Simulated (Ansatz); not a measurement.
A relaxation of cell and atoms of Cu₂O (started from an entry of an open crystallographic database) with Ansatz, at the level PBE. The input holds the cell as the database lists it.

Input (YAML):
```yaml
crystal:
  lattice:
    - [4.26, 0.0, 0.0]
    - [0.0, 4.26, 0.0]
    - [0.0, 0.0, 4.26]
  atoms:
    - { symbol: Cu, position: [0.25, 0.25, 0.25] }
    - { symbol: Cu, position: [0.25, 0.75, 0.75] }
    - { symbol: Cu, position: [0.75, 0.75, 0.25] }
    - { symbol: Cu, position: [0.75, 0.25, 0.75] }
    - { symbol: O, position: [0.0, 0.0, 0.0] }
    - { symbol: O, position: [0.5, 0.5, 0.5] }
kpoints:
  mp_grid: { grid: [6, 6, 6] }
hamiltonian:
  xc: pbe
scf:
  occupations: { method: fermi_dirac, width: 0.02 }
relax:
  f_tol: 0.005
  cell: {}
```

Command: `ansatz run input.yaml --threads 4 --pin off --max-ram 7372MiB --backend cpu --events-out ev --progress --plain --runs-dir out`.

Question: It took 6.8 s on 4 threads of Arm Neoverse V2 (shared host). What peak of host memory did it reach?

Answer: About 0.43 GiB.

What the program printed (shortened):
```
Pseudopotential: Cu, paw, valence charge 19, recommended cutoff 420 eV (normal)
Pseudopotential: O, paw, valence charge 6, recommended cutoff 420 eV (normal)
Functional definition: PBE
Crystal: 6 atoms, lattice volume = 77.309 Å³
Basis set: ecut = 420 eV, 1503 PW (Γ)
Bands: 53, of which v1, the nominal top of the filled ones, is band 44 counted from 1 (43 counted from 0)
Symmetry: 48 space group operations
Space group: Pn-3m (ITA 224)
k-points: 20 of 216
preconditioner: auto → Resta (q_TF=auto, 2.788 Å⁻¹)  ε∞=10.9  [insulator: Δε(μ)=0.536 eV  σ=0.020 eV  ℏωp=31.6 eV]
relax step 1: F+E_penalty+E_count = -27632.96986455 eV  P = +3.218 GPa  Ω = 77.309 Å³
relax step 2: F+E_penalty+E_count = -27632.98199053 eV  P = +1.666 GPa  Ω = 78.260 Å³
relax step 3: F+E_penalty+E_count = -27632.98506901 eV  P = +0.068 GPa  Ω = 79.308 Å³
relax step 4: F+E_penalty+E_count = -27632.98497079 eV  P = +0.001 GPa  Ω = 79.353 Å³
relax step 5: F+E_penalty+E_count = -27632.99057476 eV  P = +0.102 GPa  Ω = 79.353 Å³  (SCF on a basis re-selected at this cell)
relax step 6: F+E_penalty+E_count = -27632.99043019 eV  P = +0.004 GPa  Ω = 79.421 Å³
relax step 7: F+E_penalty+E_count = -27632.99056360 eV  P = +0.005 GPa  Ω = 79.421 Å³  (SCF on a basis re-selected at this cell)
Free energy (F): -27632.990564 eV
Fermi energy:    10.784210 eV
--- Stress (GPa, compression-positive) ---
        0.004987       0.000000       0.000000
        0.000000       0.004987       0.000000
        0.000000       0.000000       0.004987
  P = ⅓ Tr σ = 0.0050 GPa (0.050 kbar)
--- Relaxed structure (5 steps of the walk, 5 accepted, 2 SCFs on fresh bases) ---
  F+E_penalty+E_count = -27632.99056360 eV
  cell:  # Å, volume = 79.4212 Å³
    - [4.298453, 0.000000, 0.000000]
    - [0.000000, 4.298453, 0.000000]
    - [0.000000, 0.000000, 4.298453]
  atoms:
    - { symbol: Cu, position: [0.250000, 0.250000, 0.250000] }
    - { symbol: Cu, position: [0.250000, 0.750000, 0.750000] }
    - { symbol: Cu, position: [0.750000, 0.750000, 0.250000] }
    - { symbol: Cu, position: [0.750000, 0.250000, 0.750000] }
    - { symbol: O, position: [0.000000, 0.000000, 0.000000] }
    - { symbol: O, position: [0.500000, 0.500000, 0.500000] }
```

The walk took 5 steps and changed the volume by +2.7 %. The last SCF, on a fresh basis, lies 3.4 meV an atom below the first. At the end: the symmetry is Pn-3m (No. 224, cubic); a = 4.298 Å in the conventional setting, 13.24 Å³ an atom. Cu has 2 O at 1.86 Å; O has 4 Cu at 1.86 Å.

Calculated for a static, non-magnetic cell.
